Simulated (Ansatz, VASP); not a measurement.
Mg in VASP and in Ansatz

```
CELL_PARAMETERS angstrom
3.13250 0.00000 0.00000
-1.56625 2.71283 0.00000
0.00000 0.00000 5.08489
ATOMIC_POSITIONS crystal
Mg 0.33333 0.66667 0.25000
Mg 0.66667 0.33333 0.75000
```

Alike in both runs: task single point; functional LDA; k mesh 7 × 7 × 4; occupations fermi-dirac, width 0.1 eV; no spin polarisation.

|  | VASP | Ansatz |
| --- | --- | --- |
| version | VASP 6.6.1 | Ansatz 0.2.0 |
| potentials or method | VASP PAW LDA potentials, release 64 (Mg) | plane waves (420 eV) with PAW, scalar-relativistic |
| plane-wave cutoff (eV) | 520 | 420 |
| valence electrons in the cell | 4 | 20 |

|  | VASP | Ansatz | Ansatz less VASP |
| --- | --- | --- | --- |
| pressure (GPa) | -0.1 | 0.2 | +0.33 |
| largest component of the traceless stress (GPa) | 1.91 | 1.91 | -0.005 |

The two sets of potentials don't hold the same shells in valence. Ansatz warned: «pseudo_functional_mismatch».
